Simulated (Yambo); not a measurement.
# As (R-3m) in Yambo: notebook, part 2 of 4

Yambo 5.3.0. Earlier steps stand in the parts before.

## 3. Hartree-Fock levels, PBEsol

Contents of hf2.in:

```
rim_cut
HF_and_locXC
RandQpts= 1000000
RandGvec= 50 RL
EXXRLvcs= 104 Ry
VXCRLvcs= 104 Ry
% QPkrange
 1 | 1 | 21 | 25 |
 3 | 3 | 21 | 25 |
 13 | 13 | 21 | 25 |
%
```

Contents of scf.in:

```
&CONTROL
  calculation = 'scf'
  prefix = 'pwscf'
  outdir = './tmp'
  pseudo_dir = './pseudo'
/
&SYSTEM
  ibrav = 0
  nat = 2
  ntyp = 1
  ecutwfc = 104
  nbnd = 32
  occupations = 'smearing'
  smearing = 'fd'
  degauss = 0.00367493
  force_symmorphic = .true.
/
&ELECTRONS
  conv_thr = 4d-10
  electron_maxstep = 120
  mixing_beta = 0.5
/
ATOMIC_SPECIES
As    74.9216 As.upf
CELL_PARAMETERS angstrom
   1.8807968987    1.0858785957    3.5140619945
  -1.8807968987    1.0858785957    3.5140619945
   0.0000000000   -2.1717571915    3.5140619945
ATOMIC_POSITIONS crystal
As     0.2260000000    0.2260000000    0.2260000000
As     0.7740000000    0.7740000000    0.7740000000
K_POINTS automatic
10 10 10 0 0 0
```

Contents of nscf.in:

```
&CONTROL
  calculation = 'nscf'
  prefix = 'pwscf'
  outdir = './tmp'
  pseudo_dir = './pseudo'
/
&SYSTEM
  ibrav = 0
  nat = 2
  ntyp = 1
  ecutwfc = 104
  nbnd = 143
  occupations = 'smearing'
  smearing = 'fd'
  degauss = 0.00367493
  force_symmorphic = .true.
/
&ELECTRONS
  conv_thr = 1d-08
  diago_full_acc = .true.
  diago_thr_init = 1d-06
/
ATOMIC_SPECIES
As    74.9216 As.upf
CELL_PARAMETERS angstrom
   1.8807968987    1.0858785957    3.5140619945
  -1.8807968987    1.0858785957    3.5140619945
   0.0000000000   -2.1717571915    3.5140619945
ATOMIC_POSITIONS crystal
As     0.2260000000    0.2260000000    0.2260000000
As     0.7740000000    0.7740000000    0.7740000000
K_POINTS automatic
4 4 4 0 0 0
```

Potentials or basis: PseudoDojo 0.4 SR PBEsol stringent.

Command:

```bash
> OMP_NUM_THREADS=1 pw.x -in scf.in > scf.out
> OMP_NUM_THREADS=1 pw.x -in nscf.in > nscf.out
> cd tmp/pwscf.save; p2y; mv SAVE ../..; cd ../..
> OMP_NUM_THREADS=1 yambo
> mkdir -p hf2; ln -s $PWD/g0w00/ndb.RIM hf2/
> OMP_NUM_THREADS=1 yambo -F hf2.in -J hf2 -C hf2_out
```

Yambo's report:

```text
[... sections 02.01 to 02.04 as in the set-up run ...]

  [02.05] Energies & Occupations
  ==============================

  [X] === General ===
  [X] Electronic Temperature                        :  0.258606E-1   300.100    [eV K]
  [X] Bosonic    Temperature                        :  0.258606E-1   300.100    [eV K]
  [X] Finite Temperature mode                       : yes
  [X] El. density                                   :  0.10683E+25 [cm-3]
  [X] Fermi Level                                   :  11.57115 [eV]

  [X] === Gaps and Widths ===
  [X] Conduction Band Min                           :  11.57115 [eV]
  [X] Valence Band Max                              :  11.57115 [eV]
  [X] Filled Bands                                  :  22
  [X] Metallic Bands                                :  23  24
  [X] Empty Bands                                   :   25  143

  [X] === Metallic Characters ===
  [X] N of el / N of met el                         :  46.00000   2.00000
  [X] Average metallic occ.                         :  0.250000

  [WARNING] [X] Metallic system

 [03] Transferred momenta grid and indexing
 ==========================================

 IBZ Q-points                                      :  13
 BZ  Q-points                                      :   64

 K/Q-points units:
 rlu = crystal or reduced units; cc = cartesian coordinates; iku = interal k-units

 Q [ 1]         [rlu]:  0.000000  0.000000  0.000000
 Q [ 2]         [rlu]: -0.67271E-16 -0.18378E-16  0.25000
 Q [ 3]         [rlu]:  0.13454E-15  0.36756E-16 -0.50000
 Q [ 4]         [rlu]: -0.18997E-15  0.25000      0.25000
 Q [ 5]         [rlu]: -0.85968E-16  0.25000      0.50000
 Q [ 6]         [rlu]: -0.61519E-16  0.25000     -0.25000
 Q [ 7]         [rlu]:  0.32442E-15 -0.50000     -0.50000
 Q [ 8]         [rlu]:  0.250000  0.250000  0.250000
 Q [ 9]         [rlu]:  0.250000  0.250000  0.500000
 Q [10]         [rlu]:  0.250000  0.250000 -0.250000
 Q [11]         [rlu]:  0.250000  0.500000  0.500000
 Q [12]         [rlu]:  0.250000  0.500000  0.750000
 Q [13]         [rlu]: -0.500000 -0.500000 -0.500000

 [04] Coloumb potential Random Integration (RIM)
 ===============================================

 Summary of Coulomb integrals for non-metallic bands |Q|[au] RIM/Bare

 Q [1] 0.100000E-4 0.996266 * Q [8] 0.236544 1.033763
 Q [2] 0.267068 1.077895 * Q [4] 0.299961 1.067983
 Q [9] 0.405685 1.026388 * Q [6] 0.441956 1.033948
 Q [11] 0.469610 1.019464 * Q [13] 0.473088 1.013775
 Q [5] 0.501277 1.023501 * Q [10] 0.516382 1.025842
 Q [3] 0.534136 1.023226 * Q [7] 0.599921 1.018061
 Q [12] 0.647408 1.012979

 [05] Local Exchange-Correlation + Non-Local Fock
 ================================================

 [VXC] Plane waves :   5235
 [EXS] Plane waves :   5235

 QP @ state[ 1 ] K range:  1  1
 QP @ state[ 1 ] b range:  21  25
 QP @ state[ 2 ] K range:  3  3
 QP @ state[ 2 ] b range:  21  25
 QP @ state[ 3 ] K range:  13  13
 QP @ state[ 3 ] b range:  21  25

 [WF-HF/Rho loader] Normalization (few states)  min/max  :  0.64267E-17   1.0000

 [xc] Functional : Perdew, Burke & Ernzerhof SOL(X)+Perdew, Burke & Ernzerhof SOL(C)
 [xc] LIBXC used to calculate xc functional
  PP Number of Atomic Species                      :  1
  NLCC RL compoments                               :   41587
  PP Number of Atomic Species                      :  1
  NLCC RL compoments                               :   41587
 [WR./hf2//ndb.HF_and_locXC]-----------------------------------------------------
  Brillouin Zone Q/K grids (IBZ/BZ)                :   13   64   13   64
  RL vectors                                       :   6521 [WF]
  Fragmentation                                    : no
  Electronic Temperature                           :  300.1000 [K]
  Bosonic    Temperature                           :  300.1000 [K]
  Green`s function   wavefunctions                 : Perdew, Burke & Ernzerhof SOL(X)+Perdew, Burke & Ernzerhof SOL(C)
  Total number of QP states                        :  15
  Exchange RL vectors                              :   5235
  Exchange summation bands                         :  24
  RIM RL components                                :   53
  RIM random points                                :  1000000

 [xc] E_xc :  -47.30701 [Ha]
      E_xc :  -94.61402 [Ry]

  Local XC kind (lXC) : Perdew, Burke & Ernzerhof SOL(X)+Perdew, Burke & Ernzerhof SOL(C)
  Non-Local XC kind (nlXC) : Hartree-Fock

  Corrections @ K [1] :  [eV]
 <21|nlXC|21> = -14.46922  0.46887E-17 <21|lXC|21> = -12.67538  0.000000
 <22|nlXC|22> = -15.53111  0.97314E-17 <22|lXC|22> = -13.91113  0.000000
 <23|nlXC|23> = -15.53107 -0.49303E-17 <23|lXC|23> = -13.91113  0.000000
 <24|nlXC|24> = -9.168888 -0.85858E-17 <24|lXC|24> = -13.15643  0.000000
 <25|nlXC|25> = -8.875552  0.14488E-17 <25|lXC|25> = -13.57248  0.000000

  Corrections @ K [3] :  [eV]
 <21|nlXC|21> = -15.55376  0.14356E-16 <21|lXC|21> = -13.59833 -0.18882E-15
 <22|nlXC|22> = -15.10781 -0.12507E-16 <22|lXC|22> = -13.16451  0.000000
 <23|nlXC|23> = -13.28002 -0.57647E-17 <23|lXC|23> = -13.72034  0.94408E-16
 <24|nlXC|24> = -10.53510 -0.90261E-18 <24|lXC|24> = -12.78842  0.14161E-15
 <25|nlXC|25> = -8.296085 -0.38285E-17 <25|lXC|25> = -11.68212  0.000000

  Corrections @ K [13] :  [eV]
 <21|nlXC|21> = -15.36646  0.11376E-16 <21|lXC|21> = -13.91707  0.000000
 <22|nlXC|22> = -15.36643 -0.13928E-16 <22|lXC|22> = -13.91707  0.000000
 <23|nlXC|23> = -13.51164 -0.12596E-16 <23|lXC|23> = -14.00732  0.000000
 <24|nlXC|24> = -9.371580  0.53994E-17 <24|lXC|24> = -12.78927 -0.94408E-16
 <25|nlXC|25> = -9.371574 -0.21984E-17 <25|lXC|25> = -12.78927  0.000000

  [05.01] Hartree-Fock occupations report
  =======================================

  [Hartree-Fock] === General ===
  [Hartree-Fock] Electronic Temperature             :  0.258606E-1   300.100    [eV K]
  [Hartree-Fock] Bosonic    Temperature             :  0.258606E-1   300.100    [eV K]
  [Hartree-Fock] Finite Temperature mode            : yes
  [Hartree-Fock] El. density                        :  0.10683E+25 [cm-3]
  [Hartree-Fock] Fermi Level                        :  11.57115 [eV]

  [Hartree-Fock] === Gaps and Widths ===
  [Hartree-Fock] Conduction Band Min                :  11.57115 [eV]
  [Hartree-Fock] Valence Band Max                   :  11.57115 [eV]
  [Hartree-Fock] Filled Bands                       :  22
  [Hartree-Fock] Metallic Bands                     :  23  24
  [Hartree-Fock] Empty Bands                        :   25  143

  [Hartree-Fock] === Metallic Characters ===
  [Hartree-Fock] N of el / N of met el              :  46.00000   2.00000
  [Hartree-Fock] Average metallic occ.              :  0.250000

  [WARNING] [Hartree-Fock] Metallic system
```

o-hf2.hf:

```text
#    K-point            Band               Eo [eV]            Ehf [eV]           Vxc [eV]           Vnlxc [eV]
#
        1                  21                -2.113126          -3.906971          -12.67538          -14.46922
        1                  22                -1.653713          -3.273688          -13.91113          -15.53111
        1                  23                -1.653713          -3.273656          -13.91113          -15.53107
        1                  24                 1.960357           5.947897          -13.15643          -9.168888
        1                  25                 3.267217           7.964143          -13.57248          -8.875552
        3                  21                -2.495659          -4.451091          -13.59833          -15.55376
        3                  22                -2.435769          -4.379072          -13.16451          -15.10781
        3                  23                -0.012560           0.427767          -13.72034          -13.28002
        3                  24                 0.012557           2.265874          -12.78842          -10.53510
        3                  25                 0.721992           4.108025          -11.68212          -8.296085
        13                 21                -1.406859          -2.856251          -13.91707          -15.36646
        13                 22                -1.406859          -2.856220          -13.91707          -15.36643
        13                 23                -0.295807           0.199870          -14.00732          -13.51164
        13                 24                 1.144293           4.561987          -12.78927          -9.371580
        13                 25                 1.144293           4.561991          -12.78927          -9.371574
#
```

Wall time 3.9 min (1 thread of Intel Xeon 6975P-C (Granite Rapids), shared host); peak memory 0.37 GiB.

What came out:

| Item | Value |
| --- | --- |
| Band gap on the k mesh, mean-field level | 0.03 eV, direct |

Quasiparticle terms (eV):
```csv
k point,band,Kohn-Sham level,Vxc,Σx,Σc,Z,result
"(0.000, 0.000, 0.000)",21,-2.11,-12.68,-14.47,-,-,-3.91
"(0.000, 0.000, 0.000)",22,-1.65,-13.91,-15.53,-,-,-3.27
"(0.000, 0.000, 0.000)",23,-1.65,-13.91,-15.53,-,-,-3.27
"(0.000, 0.000, 0.000)",24,1.96,-13.16,-9.17,-,-,5.95
"(0.000, 0.000, 0.000)",25,3.27,-13.57,-8.88,-,-,7.96
"(0.000, 0.000, -0.500)",21,-2.50,-13.60,-15.55,-,-,-4.45
"(0.000, 0.000, -0.500)",22,-2.44,-13.16,-15.11,-,-,-4.38
"(0.000, 0.000, -0.500)",23,-0.01,-13.72,-13.28,-,-,0.43
"(0.000, 0.000, -0.500)",24,0.01,-12.79,-10.54,-,-,2.27
"(0.000, 0.000, -0.500)",25,0.72,-11.68,-8.30,-,-,4.11
"(-0.500, -0.500, -0.500)",21,-1.41,-13.92,-15.37,-,-,-2.86
"(-0.500, -0.500, -0.500)",22,-1.41,-13.92,-15.37,-,-,-2.86
"(-0.500, -0.500, -0.500)",23,-0.30,-14.01,-13.51,-,-,0.20
"(-0.500, -0.500, -0.500)",24,1.14,-12.79,-9.37,-,-,4.56
"(-0.500, -0.500, -0.500)",25,1.14,-12.79,-9.37,-,-,4.56
```

Caveat: the k mesh is coarse (spacing up to 0.50 Å⁻¹), so the values aren't converged; the ground state has no gap, which makes the many-body step unreliable.

[end of part 2 of 4]
